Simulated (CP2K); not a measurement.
The system is Mo.

```xyz
1
Lattice="2.7432 0.0000 0.0000 -0.9144 2.5863 0.0000 -0.9144 -1.2932 2.2398" Properties=species:S:1:pos:R:3 pbc="T T T"
Mo    0.0000    0.0000    0.0000
```

Base run:

```yaml
Program: CP2K 2026.2
Functional: PBEsol
Potentials_or_basis: POTENTIAL_UZH Mo GTH-PBE-q14; TZVP-MOLOPT-PBE-GTH basis
Density_cutoff: 9184 eV
k_mesh: 12 × 12 × 12
Occupations: fermi-dirac, width 0.05 eV
Spin: no spin polarisation
```

Its results: band gap on the k mesh none (metal or under the smearing width); pressure -7.0 GPa.

Question: The run is repeated on the same cell with these changes: functional from PBEsol to LDA. What comes out?

Answer: Band gap on the k mesh none (metal or under the smearing width); pressure -10.7 GPa.

LDA binds more tightly than PBEsol, so the same cell stands under less pressure.

Caveats: the potentials were made for another functional, which shifts forces and pressure; the basis of atomic orbitals isn't converged, which shifts pressures, moduli and gaps.
